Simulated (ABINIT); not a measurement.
SiC (Moissanite):

```
Si C
1.0
     3.07600    0.00000    0.00000
    -1.53800    2.66389    0.00000
     0.00000    0.00000    5.04800
Si C
2 2
Direct
  0.66667 0.33333 0.50000
  0.33333 0.66667 0.00000
  0.66667 0.33333 0.88500
  0.33333 0.66667 0.38500
```

* Program: ABINIT 10.8.3 (patched build)
* Task: relaxation of cell and atoms
* Functional: LDA
* Potentials or basis: PseudoDojo NC SR LDA v0.4.1 standard
* Cutoff: 1007 eV
* k mesh: 8 × 8 × 4
* Occupations: fermi-dirac, width 0.05 eV
* Spin: no spin polarisation

At the start: pressure -4.4 GPa; volume 10.34 Å³/atom.

Task: Where does the relaxation end?

Result: Over 9 steps the energy falls by 11.9 meV/atom and the volume is 10.12 Å³/atom (-2.1 %); space group P6_3mc (No. 186, to 0.05 Å).

The path:
```tsv
step	energy change (eV)	largest force (eV/Å)	pressure (GPa)	volume (Å³)
1	0.0000	0.7284	-4.42	41.36
2	-0.0309	0.4888	-1.68	40.81
3	-0.0456	0.1251	-0.65	40.60
4	-0.0468	0.0039	-0.51	40.58
5	-0.0471	0.0184	-0.33	40.55
6	-0.0478	0.0164	-0.02	40.49
7	-0.0478	0.0010	0.04	40.48
8	-0.0478	0.0004	0.02	40.49
9	-0.0478	0.0005	0.00	40.49
```

Final structure:
```cif
data_structure
_symmetry_space_group_name_H-M 'P 1'
_symmetry_Int_Tables_number 1
_cell_length_a 3.0542
_cell_length_b 3.0542
_cell_length_c 5.0121
_cell_angle_alpha 90.000
_cell_angle_beta 90.000
_cell_angle_gamma 120.000
_cell_volume 40.49
loop_
_atom_site_label
_atom_site_type_symbol
_atom_site_fract_x
_atom_site_fract_y
_atom_site_fract_z
_atom_site_occupancy
Si1 Si 0.66667 0.33333 0.50458 1
Si2 Si 0.33333 0.66667 0.00458 1
C1 C 0.66667 0.33333 0.88042 1
C2 C 0.33333 0.66667 0.38042 1
```
